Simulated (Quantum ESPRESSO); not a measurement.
TiO2:

```xyz
12
Lattice="1.4741 -4.7965 0.0000 1.4741 4.7965 0.0000 0.0000 0.0000 10.2352" Properties=species:S:1:pos:R:3 pbc="T T T"
Ti    1.4741   -3.5198    5.9686
Ti    1.4741    3.5198    4.2666
Ti    1.4741   -3.5198    9.3842
Ti    1.4741    3.5198    0.8510
O     1.4741    0.0000    5.1176
O     1.4741    0.0000    0.0000
O     1.4741   -4.1656    7.6764
O     1.4741    4.1656    2.5588
O     1.4741   -2.4405    1.0529
O     1.4741    2.4405    9.1824
O     1.4741    2.4405    6.1705
O     1.4741   -2.4405    4.0648
```

Measurements of this composition are mostly on another form, of space group No. 141.

```yaml
Program: Quantum ESPRESSO 7.5
Task: single point
Functional: PBE
Potentials_or_basis: SSSP 1.3 efficiency PBE
Cutoff: 748 eV
Density_cutoff: 5987 eV
k_mesh: 9 × 9 × 3
Occupations: fermi-dirac, width 0.05 eV
Spin: no spin polarisation
```

On this cell: pressure -1.6 GPa; largest force 0.185 eV/Å; band gap on the k mesh 2.57 eV, indirect (least direct gap 2.66 eV).

The same run follows on a disturbed copy (atoms moved at random, drawn with an rms of 0.05 Å):

```
Ti O
1.0
     1.47410   -4.79653    0.00000
     1.47410    4.79653    0.00000
     0.00000    0.00000   10.23522
Ti O
4 8
Direct
  0.86617 0.13313 0.58312
  0.13712 0.86478 0.41624
  0.87071 0.12702 0.91609
  0.12793 0.87182 0.08281
  0.49169 0.50064 0.49447
  0.49562 0.50427 0.00225
  0.95065 0.09357 0.75030
  0.05981 0.92561 0.25029
  0.75929 0.25503 0.10032
  0.24900 0.75772 0.89557
  0.24596 0.75636 0.60302
  0.77179 0.25833 0.39932
```

Problem. What changes?

Solution. The energy moves by +12.7 meV/atom; pressure -0.7 GPa; largest force 1.957 eV/Å; band gap on the k mesh 2.30 eV, indirect (least direct gap 2.38 eV).

Forces on the atoms (eV/Å):
```
Ti   0.038  0.184 -0.333
Ti   0.223  0.403  0.006
Ti   0.012  1.916  0.395
Ti   0.050 -1.300 -0.041
O    0.153 -0.421  0.329
O    0.097 -0.341 -0.075
O   -0.167 -0.682 -0.489
O    0.126  0.017  0.165
O   -0.185  0.492  0.085
O    0.045 -0.432  0.229
O    0.147 -0.034 -0.067
O   -0.538  0.196 -0.203
```

Stress tensor (GPa, compression positive):
```
-2.36  0.97  0.28
 0.97 -1.61 -1.13
 0.28 -1.13  1.73
```

Caveats: an odd mesh through Γ misses points on the zone boundary, where band edges often lie.
